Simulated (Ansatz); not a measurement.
# SnSe (Fm-3m) in Ansatz: further runs

One crystal, SnSe, is run at these levels: PBE+D3(BJ), PBE, PBEsol; tasks: band structure, elastic constants.

Program: Ansatz 0.2.0. These are calculated values, not measurements. Logs are shortened: lines on timing, memory, paths and dates and some standing lists are left out, and cuts for length are marked.

## 1. Starting point

It takes space group Fm-3m (No. 225, cubic). Conventional cell: a = 6.020 Å, b = 6.020 Å, c = 6.020 Å, α = 90.00°, β = 90.00°, γ = 90.00°. Around Sn (site symmetry m-3m) lie 6 Se at 3.01 Å. Se (site symmetry m-3m) is surrounded by 6 Sn at 3.01 Å.

Measurements of this composition are mostly on another form, of space group No. 62.

## 2. Band structure, PBE+D3(BJ)

Contents of input.yaml:

```yaml
crystal:
  lattice:
    - [0.0, 3.01, 3.01]
    - [3.01, 0.0, 3.01]
    - [3.01, 3.01, 0.0]
  atoms:
    - { symbol: Sn, position: [0.0, 0.0, 0.0] }
    - { symbol: Se, position: [0.5, 0.5, 0.5] }
kpoints:
  mp_grid: { grid: [8, 8, 8] }
  band_path:
    path:
      - [0.0, 0.0, 0.0]
      - [0.5, 0.0, 0.5]
      - [0.5, 0.25, 0.75]
      - [0.375, 0.375, 0.75]
      - [0.0, 0.0, 0.0]
      - [0.5, 0.5, 0.5]
      - [0.625, 0.25, 0.625]
      - [0.5, 0.25, 0.75]
    npoints: 6
scf:
  occupations: { method: fermi_dirac, width: 0.1 }
hamiltonian:
  xc: pbe
  dispersion: d3bj
  pseudopotentials: { kind: all_electron, lapw: { basis_error: 0.001 } }
output:
  forces: true
  stress: true
  eigenvalues: true
```

Potentials or basis: all-electron LAPW, scalar-relativistic.

Run with:

```sh
> ansatz run input.yaml --threads 1 --pin off --max-ram 3072MiB --backend cpu --events-out ev --progress --plain --runs-dir out
```

What it wrote:

```text
Warning: RAYON_NUM_THREADS=1 ignored (pool sized by the plan → 1); use --threads N
LAPW: plane waves up to 7.060 Å⁻¹, error target 1.0e-3 eV per atom; small_component_spin mean_spin; Se in spheres of 1.433 Å, 24 of its electrons in bands, Dirac shells []; Sn in spheres of 1.577 Å, 22 of its electrons in bands, Dirac shells [] (how accurate: hamiltonian.pseudopotentials.lapw.basis_error, Limitations)
Engine: ansatz 0.2.0, x86_64-unknown-linux-gnu
Pseudopotentials: kind: all_electron
Pseudopotential: Sn, LAPW, valence charge 22, lapw/all_electron/scalar/gaussian/Sn, Koelling and Harmon's equation, gaussian nucleus
Pseudopotential: Se, LAPW, valence charge 24, lapw/all_electron/scalar/gaussian/Se, Koelling and Harmon's equation, gaussian nucleus
Functional definition: PBE
  parameter kappa = 0.804
  parameter beta = 0.06672455060314922
  exchange = pbe_x(kappa = kappa, mu = beta*pi^2/3)
  correlation = pbe_c(beta = beta)
Crystal: 2 atoms, lattice volume = 54.542 Å³
Basis set: ecut = 189.9159135216551 eV, 331 PW (Γ), exchange–correlation at level 2
Bands: 28, of which v1, the nominal top of the filled ones, is band 23 counted from 1 (22 counted from 0)
Symmetry: 48 space group operations
Space group: Fm-3m (ITA 225), of the structure as read, at distance tolerance 3.8e-5 Å
k-points: 29 of 512
Non-local potential: Sn, projectors of the file, none
Non-local potential: Se, projectors of the file, none
Initial density: superposition of atomic densities (chi_scale 0.1, normalization cell, long waves kept (reshape's long-wave potential 0.00 eV rms))
Initial wavefunctions: plane waves of lowest kinetic energy (no species holds an atomic orbital)
Functional: x = pbe(κ = 0.804, μ = 0.2195149727645171), c = pbe(β = 0.06672455060314922)
iter 1 solved again at ethr=1.25e-3 eV; its pass at ethr=1.00e-1 eV (dr2=5.75e-1 eV) is discarded
SCF iter   1: F=—  HF=-234216.861264 eV  |F-HF|=—  |Δ(HF+E_count)|=         —  Δρ=2.15e-2  dr2=5.75e-1  ethr=1.25e-3  ⟨swp⟩=2.2  Hψ=5112  notcnv=0
preconditioner: auto → none  [insulator: Δε(μ)=0.420 eV  Ē_g=18.130 eV  σ=0.100 eV  W_gap=0.78  n_scr=14 (ndim 8)  ℏωp=22.5 eV  f_vac=0.041  D(μ)=0.05/eV (n_scr^D=0)  ε∞_Penn≈2.5]
iter 2 solved again at ethr=3.53e-5 eV; its pass at ethr=1.25e-3 eV (dr2=1.62e-2 eV) is discarded
SCF iter   2: F=—  HF=-234216.698008 eV  |F-HF|=—  |Δ(HF+E_count)|=   1.63e-1  Δρ=5.31e-3  dr2=1.63e-2  ethr=3.53e-5  ⟨swp⟩=2.0  Hψ=4218  notcnv=0
SCF iter   3: F=—  HF=-234216.676644 eV  |F-HF|=—  |Δ(HF+E_count)|=   2.14e-2  Δρ=3.21e-3  dr2=8.25e-3  ethr=3.53e-5  ⟨swp⟩=2.4  Hψ=2438  notcnv=0
SCF iter   4: F=—  HF=-234216.678262 eV  |F-HF|=—  |Δ(HF+E_count)|=         —  Δρ=8.43e-4  dr2=4.63e-4  ethr=1.79e-5  ⟨swp⟩=2.0  Hψ=2416  notcnv=0
the basis was enlarged: its passes take 44.3 KiB over the memory plan, 1 of 1 planned eigensolver slots
SCF iter   5: F=—  HF=-234216.678412 eV  |F-HF|=—  |Δ(HF+E_count)|=   1.51e-4  Δρ=1.14e-4  dr2=8.68e-6  ethr=1.01e-6  ⟨swp⟩=2.4  Hψ=2433  notcnv=0
SCF iter   6: F=—  HF=-234216.678421 eV  |F-HF|=—  |Δ(HF+E_count)|=   8.50e-6  Δρ=1.20e-5  dr2=8.07e-8  ethr=1.89e-8  ⟨swp⟩=2.9  Hψ=2508  notcnv=0
SCF iter   7: F=-234216.678420 eV  HF=-234216.678420 eV  |F-HF|=6.64e-9  |Δ(HF+E_count)|=   5.61e-7  Δρ=4.97e-6  dr2=1.76e-8  ethr=1.76e-10  ⟨swp⟩=2.9  Hψ=2522  notcnv=0
SCF 1 converged in 7 iterations: F = -234216.678420 eV  dr2 = 1.76e-8
NSCF: frozen V_eff on 43 k-points
SCF converged after 7 iterations
Free energy (F): -234216.678420 eV
Harris-Foulkes:  -234216.678420 eV  (|F-HF|=6.64e-9)
Internal energy: -234216.676155 eV  (E = F + TS)
E sigma→0 (E₀):  -234216.677288 eV
Entropy (-TS):   -0.002265 eV (-1.132 meV/atom)
Fermi energy:    11.059892 eV
--- Per-component energies (eV) ---
  E_band       = -2324.268669
  E_kinetic    = 244478.038207
  E_xc         = -6892.848397
  E_electrostatic = -471801.159182  (all electrons and nuclei)
  E_disp       = -0.706784  (pairwise vdW)
  E_smearing   = -0.002265  (= −TS)
  E_closure    = 0.000000  (closes the sum)
  E_atoms      = -234207.782353  (free atoms, spherical and without spin; not in F)
  Σ components = -234216.678420   (vs F -234216.678420, Δ=0.00e0)
  Basis errors (estimates in eV, not in F): energy 3.4e-4 per atom: plane waves 3.3e-4 (1.8e-4 summed), levels above the bands 5.6e-27, relativity 5.3e-8, radial functions 1.7e-5, core shells 8.6e-10; eigenvalues (radial functions only) 4.2e-6; not estimated: angular momenta, meshes, grids; target (lapw.basis_error) 1.0e-3; muffin-tin radii Se 1.433 Å, Sn 1.577 Å
--- Forces (eV/Å), atoms counted from 1 ---
  atom   1  Sn    -0.00000000     0.00000000     0.00000000
  atom   2  Se     0.00000000    -0.00000000     0.00000000
  max |Σ_I F_I| component: 5.92e-31 eV/Å
--- Stress (GPa, compression-positive) ---
       -1.208896      -0.000000       0.000000
       -0.000000      -1.208896      -0.000000
        0.000000      -0.000000      -1.208896
  P = ⅓ Tr σ = -1.2089 GPa (-12.089 kbar)
--- Band table (eV; the first three rows and the last of 29) ---
  k-point 0: bands = ["-197.1969", "-136.6635", "-136.6635", "-136.6635", "-118.8005", "-74.5870", "-74.5870", "-74.5870", "-36.8760", "-36.8760", "-36.8745", "-36.8745", "-36.8745", "-10.8103", "-10.8103", "-10.8103", "-10.8077", "-10.8077", "-3.0666", "5.7356", "8.6122", "8.6122", "8.6122", "15.1216", "15.1216", "15.1216", "16.6740", "16.6740"]
  k-point 1: bands = ["-197.1969", "-136.6635", "-136.6635", "-136.6635", "-118.8005", "-74.5870", "-74.5870", "-74.5870", "-36.8759", "-36.8759", "-36.8745", "-36.8745", "-36.8745", "-10.8099", "-10.8099", "-10.8099", "-10.8074", "-10.8074", "-2.9576", "5.1557", "8.6318", "8.6318", "9.0710", "14.2505", "14.3927", "14.3927", "16.6580", "17.0436"]
  k-point 2: bands = ["-197.1969", "-136.6635", "-136.6635", "-136.6635", "-118.8005", "-74.5870", "-74.5870", "-74.5870", "-36.8759", "-36.8759", "-36.8744", "-36.8744", "-36.8744", "-10.8123", "-10.8123", "-10.8090", "-10.8033", "-10.8033", "-2.6642", "4.0754", "8.6980", "8.6980", "9.8194", "12.9553", "13.2451", "13.2451", "16.9596", "18.0038"]
  k-point 28: bands = ["-197.1969", "-136.6635", "-136.6635", "-136.6635", "-118.8005", "-74.5870", "-74.5870", "-74.5870", "-36.8760", "-36.8759", "-36.8744", "-36.8744", "-36.8743", "-10.8271", "-10.8068", "-10.8050", "-10.8050", "-10.7928", "-1.8323", "3.8970", "6.1014", "6.1014", "9.9935", "12.2978", "15.5695", "15.5695", "18.0286", "18.0286"]
```

It took 5.5 s on 1 thread of Intel Xeon Platinum 8559C (Emerald Rapids), shared host; peak memory 0.3 GiB.

Results:

```yaml
Free_energy: -234216.6784 eV
Pressure: -1.2 GPa
Band_gap_on_the_k_mesh: 0.58 eV, direct
Band_gap_along_the_path: 0.32 eV, direct
```

Levels at the corners of the path, in eV from the valence-band top:
| point | band 19 | band 20 | band 21 | band 22 | band 23 | band 24 | band 25 | band 26 | band 27 | band 28 |
| --- | --- | --- | --- | --- | --- | --- | --- | --- | --- | --- |
| Γ | -13.87 | -5.07 | -2.19 | -2.19 | -2.19 | 4.32 | 4.32 | 4.32 | 5.87 | 5.87 |
| X | -12.67 | -6.01 | -5.47 | -3.64 | -3.64 | 3.03 | 5.35 | 5.35 | 5.97 | 10.47 |
| W | -12.64 | -6.91 | -4.70 | -4.70 | -0.81 | 1.49 | 4.76 | 4.76 | 7.22 | 7.22 |
| K | -12.67 | -7.01 | -5.06 | -3.16 | -2.47 | 3.23 | 3.61 | 5.29 | 5.34 | 9.86 |
| Γ | -13.87 | -5.07 | -2.19 | -2.19 | -2.19 | 4.32 | 4.32 | 4.32 | 5.87 | 5.87 |
| L | -12.94 | -8.05 | -1.95 | -1.95 | 0.00 | 0.58 | 1.25 | 1.25 | 8.24 | 10.13 |
| U | -12.67 | -7.01 | -5.06 | -3.16 | -2.47 | 3.23 | 3.61 | 5.29 | 5.34 | 9.86 |
| W | -12.64 | -6.91 | -4.70 | -4.70 | -0.81 | 1.49 | 4.76 | 4.76 | 7.22 | 7.22 |

Caveat: spin-orbit coupling is left out, which moves the levels of the heavy elements; the mesh misses the band edges, which the band path finds closer together.

## 3. Elastic constants, PBE

Contents of input.yaml:

```yaml
crystal:
  lattice:
    - [0.0, 3.01, 3.01]
    - [3.01, 0.0, 3.01]
    - [3.01, 3.01, 0.0]
  atoms:
    - { symbol: Sn, position: [0.0, 0.0, 0.0] }
    - { symbol: Se, position: [0.5, 0.5, 0.5] }
kpoints:
  mp_grid: { grid: [6, 6, 6] }
scf:
  occupations: { method: fermi_dirac, width: 0.05 }
hamiltonian:
  xc: pbe
  pseudopotentials: { kind: all_electron, lapw: { basis_error: 0.001 } }
output:
  forces: true
  stress: true
elastic:
  mode: clamped_ion
  stencil: two_point
```

Potentials or basis: all-electron LAPW, scalar-relativistic.

Run with:

```sh
> ansatz run input.yaml --threads 1 --pin off --max-ram 3072MiB --backend cpu --events-out ev --progress --plain --runs-dir out
```

What it wrote:

```text
Warning: RAYON_NUM_THREADS=1 ignored (pool sized by the plan → 1); use --threads N
LAPW: plane waves up to 7.362 Å⁻¹, error target 1.0e-3 eV per atom; small_component_spin mean_spin; Se in spheres of 1.393 Å, 24 of its electrons in bands, Dirac shells []; Sn in spheres of 1.526 Å, 22 of its electrons in bands, Dirac shells [] (how accurate: hamiltonian.pseudopotentials.lapw.basis_error, Limitations)
[... 9 set-up lines as earlier in the session ...]
Crystal: 2 atoms, lattice volume = 54.542 Å³
Basis set: ecut = 206.50785902257138 eV, 339 PW (Γ), exchange–correlation at level 2
Bands: 28, of which v1, the nominal top of the filled ones, is band 23 counted from 1 (22 counted from 0)
[... 2 set-up lines as earlier in the session ...]
k-points: 16 of 216
[... 106 lines left out ...]
  k-point 15: bands = ["-197.2275", "-136.6941", "-136.6941", "-136.6941", "-118.8093", "-74.5956", "-74.5956", "-74.5955", "-36.9064", "-36.9063", "-36.9049", "-36.9048", "-36.9047", "-10.8374", "-10.8180", "-10.8123", "-10.8061", "-10.7999", "-1.8589", "4.0605", "5.6860", "6.5681", "9.0335", "13.4311", "14.8072", "16.1748", "16.9079", "19.6367"]
--- Elastic constants: 2 strain directions × 2 members + reference (group order 48) ---
  dense FFT box of the reference and of every strained cell: 20×20×20
  strains applied: 11, 23; error gains: componentwise 1.00 (the most a stress slope's error grows in a printed constant), spectral 1.73 (1 for all six strains in a standard setting)
  C = ∂σ_k/∂η_j (tension-positive GPa; Voigt order 11 22 33 23 13 12):
       131.041     12.067     12.067     -0.000      0.000     -0.000
        12.067    131.041     12.067     -0.000     -0.000      0.000
        12.067     12.067    131.041      0.000     -0.000     -0.000
         0.000     -0.000     -0.000     17.835      0.000     -0.000
         0.000      0.000     -0.000     -0.000     17.835      0.000
        -0.000      0.000      0.000     -0.000      0.000     17.835
  reference stress σ⁰ (GPa):     -0.603     -0.603     -0.603      0.000      0.000      0.000
  no Pulay correction (none for the plane-wave cutoff is built on LAPW): the batch's stresses and constants are at fixed plane waves
  C* (energy form; C + prestress term) asymmetry max|C*_kj − C*_jk| = 5.329e-15 GPa — a small one proves nothing (zero by symmetry where the batch's group is 432, −43m or m−3m); a large one is finite-difference/SCF noise where every solve meets its electron count
  moduli (Voigt/Reuss/Hill, GPa): K = 51.72/51.72/51.72   G = 34.50/24.77/29.63   E = 74.65   ν = 0.259
  mechanically stable: yes (min eigenvalue of sym C = 17.83 GPa)
  where every solve meets its electron count the energy-path curvature estimates C_jj along a normal strain and C_jj − ¼(σ⁰_aa + σ⁰_bb) along a shear (ab), closely only under elastic.basis: deformed
  strain η (Voigt 11):  stress-route row diagonal C_11 = 131.04 GPa, energy-path curvature d²(F+E_count)/dδ²/Ω₀ = 131.04 GPa
         δ    σ_11 (GPa)             F (eV)   n_scf  n_hpsi   n_pw
    -2.000e-3      -0.8680     -234215.9872382       8   26800    375
     2.000e-3      -0.3438     -234215.9880602       8   26767    375
  strain η (Voigt 23):  stress-route row diagonal C_44 = 17.83 GPa, energy-path curvature d²(F+E_count)/dδ²/Ω₀ = 18.14 GPa
         δ    σ_23 (GPa)             F (eV)   n_scf  n_hpsi   n_pw
    -2.000e-3      -0.0357     -234215.9877261       7   37985    375
     2.000e-3       0.0357     -234215.9877261       7   38039    375
```

elastic.tsv:

```text
[... 16 lines left out ...]
6	-6.3108870876e-30	1.9721522631e-30	4.1810882758e-61	-4.6802785746e-38	2.3509886992e-38	1.7834742792e1	2.3161111831e-17	2.3161111831e-17	2.3161111831e-17	-4.6802785746e-38	2.3509886992e-38	1.7834742792e1	nan	nan	nan	nan	nan	nan
```

Run time: 23 s. Hardware: 1 thread of Intel Xeon Platinum 8559C (Emerald Rapids), shared host; peak memory 0.39 GiB.

What came out:

| Item | Value |
| --- | --- |
| Free energy | -234215.9877 eV |
| Pressure | 0.6 GPa |
| Band gap on the k mesh | 0.58 eV, direct |
| Clamped-ion elastic constants C11, C12, C44 | 131, 12, 18 GPa |
| Voigt bulk modulus | 52 GPa |

Elastic tensor in Voigt notation (GPa, ions clamped, in the Cartesian axes of the cell as first typed):
```
131  12  12   0   0   0
 12 131  12   0   0   0
 12  12 131   0   0   0
  0   0   0  18   0   0
  0   0   0   0  18   0
  0   0   0   0   0  18
```

Caveat: spin-orbit coupling is left out, which moves the levels of the heavy elements.

## 4. Elastic constants, PBEsol

Changes to input.yaml since step 3:

```diff
@@ -13,3 +13,3 @@
 hamiltonian:
-  xc: pbe
+  xc: pbesol
   pseudopotentials: { kind: all_electron, lapw: { basis_error: 0.001 } }
@@ -19,3 +19,3 @@
 elastic:
-  mode: clamped_ion
+  mode: relaxed_ion
   stencil: two_point
```

Run with:

```sh
> ansatz run input.yaml --threads 1 --pin off --max-ram 3072MiB --backend cpu --events-out ev --progress --plain --runs-dir out
```

Wall time 23 s (1 thread of Intel Xeon Platinum 8559C (Emerald Rapids), shared host); peak memory 0.39 GiB.

The run converged. Its results:

```
Free energy                     : -234096.7205 eV
Pressure                        : -2.3 GPa
Band gap on the k mesh          : 0.64 eV, direct
Elastic constants C11, C12, C44 : 122, 9, 19 GPa
Voigt bulk modulus              : 47 GPa
```

Levels at points of the mesh, in eV from the valence-band top:
```tsv
k point	band 19	band 20	band 21	band 22	band 23	band 24	band 25	band 26	band 27	band 28
(0.00, 0.00, 0.00)	-13.81	-5.03	-2.11	-2.11	-2.11	4.37	4.37	4.37	5.90	5.90
(0.00, 0.00, -0.50)	-12.87	-7.99	-1.86	-1.86	0.00	0.64	1.30	1.30	8.20	10.14
(0.00, -0.50, -0.50)	-12.59	-5.95	-5.42	-3.56	-3.56	3.01	5.40	5.40	6.00	10.56
```

Elastic tensor in Voigt notation (GPa, in the Cartesian axes of the cell as first typed):
```
122   9   9   0   0   0
  9 122   9   0   0   0
  9   9 122   0   0   0
  0   0   0  19   0   0
  0   0   0   0  19   0
  0   0   0   0   0  19
```

Caveat: spin-orbit coupling is left out, which moves the levels of the heavy elements.

## 5. Summary

```csv
task,level,k mesh,cutoff (eV),smearing,gap on the mesh (eV),pressure (GPa)
band structure,PBE+D3(BJ),8 × 8 × 8,190,fermi-dirac 0.1 eV,0.58,-1.2
elastic constants,PBE,6 × 6 × 6,207,fermi-dirac 0.05 eV,0.58,0.6
elastic constants,PBEsol,6 × 6 × 6,207,fermi-dirac 0.05 eV,0.64,-2.3
```

Alike in all rows: potentials or basis all-electron LAPW, scalar-relativistic; no spin polarisation; cell as given; basis error allowed 0.001 eV/atom.

On the cell as given the gap runs from 0.32 eV (PBE+D3(BJ)) to 0.64 eV (PBEsol); the meshes differ, which moves gaps too. The pressure there spans -2.3 GPa (PBEsol) to 0.6 GPa (PBE); a positive pressure means that this level wants a larger cell, a negative one a smaller.

Caveats: spin-orbit coupling is left out, which moves the levels of the heavy elements; the mesh misses the band edges, which the band path finds closer together (some runs).

Compare energies only between runs with the same functional and basis.
